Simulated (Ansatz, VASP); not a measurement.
S: VASP beside Ansatz

```
CELL_PARAMETERS angstrom
0.00000 1.96016 1.96016
1.96016 0.00000 1.96016
1.96016 1.96016 0.00000
ATOMIC_POSITIONS crystal
S 0.00000 0.00000 0.00000
```

Change from the starting cell: volume scaled by 0.95.

Alike in both runs: task single point; functional PBE; k mesh 16 × 16 × 16; occupations fermi-dirac, width 0.03 eV; no spin polarisation.

|  | VASP | Ansatz |
| --- | --- | --- |
| version | VASP 6.6.1 | Ansatz 0.2.0 |
| potentials or method | VASP PAW PBE potentials, release 64 (S), cutoff 520 eV | all-electron LAPW, scalar-relativistic |

```csv
,VASP,Ansatz,Ansatz less VASP
pressure (GPa),4.5,4.7,+0.24
```

Ansatz ran all-electron here, so the differences hold the error of VASP's frozen core and of both bases.
